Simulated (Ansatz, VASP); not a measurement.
Mo in VASP and in Ansatz

```
CELL_PARAMETERS angstrom
-1.63144 1.63144 1.63144
1.63144 -1.63144 1.63144
1.63144 1.63144 -1.63144
ATOMIC_POSITIONS crystal
Mo 0.00000 0.00000 0.00000
```

Alike in both runs: task single point; functional PBE; k mesh 24 × 24 × 24; occupations gaussian, width 0.1 eV; no spin polarisation.

|  | VASP | Ansatz |
| --- | --- | --- |
| version | VASP 6.6.1 | Ansatz 0.2.0 |
| potentials or method | VASP PAW PBE potentials, release 64 (Mo_sv) | scalar-relativistic, plane waves, PAW |
| plane-wave cutoff (eV) | 520 | 420 |
| valence electrons in the cell | 14 | 14 |

Ansatz gave:

- gap on the k mesh at the Fermi level (eV): none
- pressure (GPa): -20.1

Q: Which values does VASP return?

A: gap on the k mesh at the Fermi level (eV): none; pressure (GPa): -19.8.

A gap of «none» marks a metal or a gap that the smearing closes. The functional is the same, so the differences come from potentials, cutoffs and numerics.

Caveats: so large a pressure means that the cell lies far from this level's equilibrium, or that cutoff or potentials fall short (VASP).
